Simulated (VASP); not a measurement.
## From VASP inputs to Ansatz: KF (strained rocksalt)

INCAR

```
NBANDS = 15
EDIFF = 1E-7
ISMEAR = 0
PREC = Accurate
SIGMA = 0.01
METAGGA = R2SCAN
LWAVE = .FALSE.
LCHARG = .FALSE.
IBRION = -1
LASPH = .TRUE.
NSW = 0
ALGO = Normal
LREAL = .FALSE.
ENCUT = 520
ISIF = 2
NELM = 120
```

KPOINTS

```
KPOINTS created by Atomic Simulation Environment
0
Gamma
8 8 8
0 0 0
```

KPOINTS_OPT

```
special points
6
Reciprocal
0.0000000000 0.0000000000 0.0000000000 1
0.5000000000 0.0000000000 0.5000000000 1
0.6250000000 0.2500000000 0.6250000000 1
0.3750000000 0.3750000000 0.7500000000 1
0.5000000000 0.5000000000 0.5000000000 1
0.5000000000 0.2500000000 0.7500000000 1
```

POSCAR

```
K  F
 1.0000000000000000
     0.0000000000000000    2.6182784824000001    2.6743553062999998
     2.6182784824000001    0.0000000000000000    2.6743553062999998
     2.6182784824000001    2.6182784824000001    0.0000000000000000
 K   F
   1   1
Cartesian
  0.0000000000000000  0.0000000000000000  0.0000000000000000
  2.6182784824000001  2.6182784824000001  2.6743553062999994
```

VASP ran with the recommended PBE PAW datasets (16 valence electrons in the cell).

**Question.** Write an Ansatz input for this cell and level of theory.

**Answer.** 

```yaml
crystal:
  lattice:
    - [0.0, 2.6182784824, 2.6743553063]
    - [2.6182784824, 0.0, 2.6743553063]
    - [2.6182784824, 2.6182784824, 0.0]
  atoms:
    - { symbol: K, position: [0.0, 0.0, 0.0] }
    - { symbol: F, position: [0.5, 0.5, 0.5] }
kpoints:
  mp_grid: { grid: [8, 8, 8] }
  band_path:
    path:
      - [0.0, 0.0, 0.0]
      - [0.5, 0.0, 0.5]
      - [0.625, 0.25, 0.625]
      - [0.375, 0.375, 0.75]
      - [0.5, 0.5, 0.5]
      - [0.5, 0.25, 0.75]
    npoints: 1
hamiltonian:
  xc: r2scan
scf:
  occupations: { method: fixed }
  n_extra_bands: 4
output:
  forces: true
  stress: true
  eigenvalues: true
```

Other inputs would serve too.

|  | VASP | Ansatz |
| --- | --- | --- |
| gap between bands v and c | 7.03 eV | 7.03 eV |
| least direct gap | 7.03 eV | 7.03 eV |
| pressure | 1.0 GPa | 1.0 GPa |

The two codes use different PAW datasets and cutoffs. VASP's cell holds 16 valence electrons and Ansatz's 16. Ansatz's stress includes a Pulay correction; VASP's doesn't.
